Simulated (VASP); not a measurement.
Input of a VASP 6.6.1 run:

Contents of POSCAR:

```
AlN
1.0
    3.1066945332      0.0000000000      0.0000000000
   -1.5533472666      2.6904763876      0.0000000000
    0.0000000000      0.0000000000      4.9785887007
Al N
2 2
Direct
    0.3333333333      0.6666666667     -0.0007956004
    0.6666666667      0.3333333333      0.4992043996
    0.3333333333      0.6666666667      0.3807956004
    0.6666666667      0.3333333333      0.8807956004
```

INCAR.step1

```
SYSTEM = AlN
PREC = Accurate
ENCUT = 520
ISMEAR = -1
SIGMA = 0.02
LREAL = .False.
LASPH = .True.
NELM = 60
NBANDS = 16
GGA = PE
ALGO = Normal
EDIFF = 1E-4
LWAVE = .True.
LCHARG = .False.
```

Contents of INCAR.step2:

```
SYSTEM = AlN
PREC = Accurate
ENCUT = 520
EDIFF = 1E-6
ISMEAR = -1
SIGMA = 0.02
LREAL = .False.
LASPH = .True.
NELM = 60
ALGO = Normal
ISIF = 2
LWAVE = .False.
LCHARG = .False.
METAGGA = R2SCAN
LMIXTAU = .True.
NBANDS = 16
ISTART = 1
```

Contents of KPOINTS:

```
regular mesh
0
Gamma
  12 12 6
  0 0 0
```

Potentials or basis: VASP PAW PBE potentials, release 64 (Al, N).

Launch:

```bash
$ cat potpaw_PBE.64/Al/POTCAR potpaw_PBE.64/N/POTCAR > POTCAR
$ cp INCAR.step1 INCAR
$ mpirun -np 1 vasp_std > vasp.out
$ cp INCAR.step2 INCAR
$ mpirun -np 1 vasp_std > vasp.out
```

Estimate the largest force.

0.003 eV/Å.

Estimate the pressure.

-0.4 GPa.

Forces on the atoms (eV/Å):
```
Al   0.000  0.000 -0.003
Al   0.000  0.000 -0.003
N    0.000  0.000  0.003
N    0.000  0.000  0.003
```

Caveat: the PAW data sets were made with another functional, which shifts forces and pressure a little.

**Experimental background.**

From “Structural and optical properties of self-assembled AlN nanowires grown on SiO2/Si substrates by molecular beam epitaxy”, 2024, arxiv:2402.00216, for a bulk crystal of AlN at 0 K: band gap 6.0343 eV (an exciton energy, a little under the gap).

Measured gap of AlN: 6.0343 eV (an exciton energy, a little under the gap; 0 K; quoted in “Structural and optical properties of self-assembled AlN nanowires grown on SiO2/Si substrates by molecular beam epitaxy”, 2024, arxiv:2402.00216). This calculation gives 4.92 eV (-1.11 eV). 2 values of this kind are on record (6.034 to 6.0343 eV); this one was drawn at random. The value is that of r2SCAN on a finite k mesh, which can miss the band edges, without temperature or zero-point motion.
